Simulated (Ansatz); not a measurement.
## AlGa3N4: opening a crack plane

AlGa3N4, P-43m, a = 4.468 Å. The structure is a Materials Project entry; whether it is the stable form wasn't checked. Ansatz: PBEsol, PAW, 420 eV, Γ-centred 6×6×3 mesh on 16 atoms, Gaussian smearing 0.05 eV; no spin polarisation. One cut on (100) per cell of 16 atoms is opened rigidly by x, between planes of N and Ga that stand 1.14 Å apart; y is the energy per area (19.960 Å², 1 eV/Å² = 16.02 J/m²).

| x (Å) | y (J/m²) |
| --- | --- |
| 0.00 | 0.000 |
| 0.25 | 0.572 |
| 0.50 | 1.965 |
| 0.75 | 3.696 |
| 1.00 | 5.336 |
| 1.50 | ? |
| 2.00 | 8.579 |
| 3.00 | 9.215 |
| 4.50 | 9.369 |
| 6.00 | 9.408 |

Fit the universal binding curve y = W[1 − (1 + x/l) e^(−x/l)] to the other rows, give the peak stress, and predict the missing value.

Least squares gives W = 9.48 J/m² and l = 0.545 Å. The stress dy/dx peaks at x = l with W/(e l) = 64.0 GPa, for rigid faces. At x = 1.50: x/l = 2.752, y = 7.211 J/m². The run gave 7.542 J/m², so the fit is 0.331 J/m² too low, 3.5 % of the span of the series, against an rms of 0.153 J/m² on the fitted rows. One length l has to serve both the bottom of the well and the tail, and here they ask for different ones.

Cost: 12 runs of about 12 core-minutes in all, on Arm Neoverse V1 (shared hosts).